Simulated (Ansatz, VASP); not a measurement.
WSe2: VASP beside Ansatz

Contents of INCAR:

```
SYSTEM = WSe2
  PREC = Accurate
  ENCUT = 520
  EDIFF = 1E-6
  ISMEAR = 0
  SIGMA = 0.05
  LREAL = .False.
  LASPH = .True.
  NELM = 60
  ALGO = Normal
  ISIF = 2
  LWAVE = .False.
  LCHARG = .True.
  GGA = PS
  IVDW = 12
  LELF = .True.
  LVHAR = .True.
  NBANDS = 20
```

Contents of KPOINTS:

```
Automatic mesh
0
Gamma
  12 12 2
  0 0 0
```

The input POSCAR:

```
WSe2
1.0
    3.1222988167      0.0000000000      0.0000000000
   -1.5611494084      2.7039900934      0.0000000000
    0.0000000000      0.0000000000     18.8110946297
W Se
1 2
Direct
    0.0000000000      0.0000000000      0.0000000000
    0.3333333333      0.6666666667      0.0997865200
    0.3333333333      0.6666666667      0.9002134800
```

Input for Ansatz:

```yaml
crystal:
  lattice:
    - [3.1222988167, 0.0, 0.0]
    - [-1.5611494084, 2.7039900934, 0.0]
    - [0.0, 0.0, 18.8110946297]
  atoms:
    - { symbol: W, position: [0.0, 0.0, 0.0] }
    - { symbol: Se, position: [0.3333333333, 0.6666666667, 0.09978652] }
    - { symbol: Se, position: [0.3333333333, 0.6666666667, 0.90021348] }
basis:
  ecutwfc: 420
kpoints:
  mp_grid: { grid: [12, 12, 2] }
hamiltonian:
  xc: pbesol
  dispersion: d3bj
scf:
  occupations: { method: gaussian, width: 0.05 }
output:
  forces: true
  stress: true
  eigenvalues: true
```

Alike in both runs: task single point; functional PBEsol; dispersion D3(BJ); k mesh 12 × 12 × 2; occupations gaussian, width 0.05 eV; no spin polarisation.

|  | VASP | Ansatz |
| --- | --- | --- |
| version | VASP 6.6.1 | Ansatz 0.2.0 |
| potentials or method | VASP PAW PBE potentials, release 64 (W_sv, Se) | scalar-relativistic, plane waves, PAW |
| plane-wave cutoff (eV) | 520 | 420 |
| valence electrons in the cell | 26 | 46 |

VASP gave:

| Property | Result |
| --- | --- |
| gap on the k mesh at the Fermi level (eV) | 0.97 |
| least direct gap on the mesh (eV) | 1.36 |
| rms of the force components (eV/Å) | 1.039 |

Task: Which values does Ansatz return?

Result: gap on the k mesh at the Fermi level (eV): 0.97; least direct gap on the mesh (eV): 1.36; rms of the force components (eV/Å): 1.061.

Atom by atom the forces differ by 0.021 eV/Å (rms over components). The two sets of potentials don't hold the same shells in valence.

Caveats: the PAW data sets were made with another functional, which shifts forces and pressure a little (VASP); spin-orbit coupling is left out, which moves the levels of the heavy elements.
